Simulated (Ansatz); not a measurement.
**Calculated field gradients at the nuclei for TaN at a changed volume**

The cell is an entry of the Crystallography Open Database (COD), relaxed with PBE at fixed cell and then changed (volume scaled by 0.98, ions relaxed).

Space group P-62m (No. 189); a = 5.1611, c = 2.8915 Å, γ = 120.00°.

```csv
site,Wyckoff,site symmetry,x,y,z
Ta1,2d,-6..,0.3333,0.6667,0.5000
Ta3,1a,-62m,0.0000,0.0000,0.0000
N,3f,m2m,0.3939,0.0000,0.0000
```

One atom of each set is listed.

The numbers come from a DFT calculation in Ansatz (PBE, plane waves and PAW, scalar-relativistic, collinear spin, 420 eV cutoff, Γ-centred 10×10×16 k-points, Fermi–Dirac smearing 0.05 eV). Start moments as typed (μB): 2 on each Ta, none on the rest.

C_Q = eQV_zz/h, which is 24.18 MHz for Q = 1 b and V_zz = 10²¹ V/m²; η = (V_xx − V_yy)/V_zz.

Ta-181: I = 7/2, Q = 3170 mb; ¹⁴N: I = 1, Q = 20.44 mb. Nuclear quadrupole moments: year-2017 set (Pyykkö).

| site | atoms | first shell | V_xx, V_yy, V_zz (10²¹ V/m²) | η | C_Q (MHz) |
| --- | --- | --- | --- | --- | --- |
| Ta1 | 2 | 6 N at 2.15 Å | 10.39, 10.39, -20.8 | 0.00 | -1593 |
| Ta3 | 1 | 3 N at 2.03 Å; also 3 N at 3.13 Å | -6.78, -6.78, 13.56 | 0.00 | 1040 |
| N | 3 | 5 Ta at 2.03–2.15 Å | 0.45, 0.92, -1.37 | 0.35 | -0.678 |

An axis of threefold or higher order runs through Ta1 and Ta3, so V_zz lies along it and η is zero. At N V_zz points along its shortest bond, to Ta (within 1°).

With no gap above 0.1 eV, as in a metal, the gradients converge slowly in k; expect changes of a tenth or more on a denser mesh. Without spin–orbit coupling the gradients at and beside Ta can be off by some per cent, at some sites by more. With these PAW files V_zz is typically within 2 to 3 % of all-electron values, but misses above 10 % occur on Ta. At this changed cell the PBE pressure is 12 GPa. The start moments die out, and the run ends without spin.

The relaxation (3 steps) took 95 s of wall time (91 s of CPU time) and 0.85 GiB at its peak, on 1 thread of AMD EPYC 9R14 (Zen 4) (x86_64; 16 cores open to the job, memory cap 3.0 GiB, no GPU), a shared host with a load of 0.1 a core.
